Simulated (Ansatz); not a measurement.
The system is P.

```
CELL_PARAMETERS angstrom
1.64774 -5.46504 0.00000
1.64774 5.46504 0.00000
0.00000 0.00000 4.54364
ATOMIC_POSITIONS crystal
P 0.90414 0.09586 0.58882
P 0.09586 0.90414 0.41118
P 0.59586 0.40414 0.08882
P 0.40414 0.59586 0.91118
```

Base run:

```yaml
Program: Ansatz 0.2.0
Functional: BLYP
Potentials_or_basis: Ansatz PAW
Cutoff: "420 eV (not typed: the program's choice for these potentials)"
k_mesh: 8 × 8 × 6
Occupations: fermi-dirac, width 0.05 eV
Spin: no spin polarisation
```

Its results: band gap on the k mesh 0.19 eV, direct; pressure 6.4 GPa; largest force 0.466 eV/Å.

The run is repeated on the same cell with these changes: functional from BLYP to PBE; occupations from fermi-dirac, width 0.05 eV to gaussian, width 0.028 eV. What comes out?

Band gap on the k mesh 0.10 eV, direct; pressure 2.0 GPa; largest force 0.337 eV/Å.

Caveats: the PAW data sets come from PBE, with cores solved anew for the run's functional, which leaves a small shift of forces and pressure (some runs).
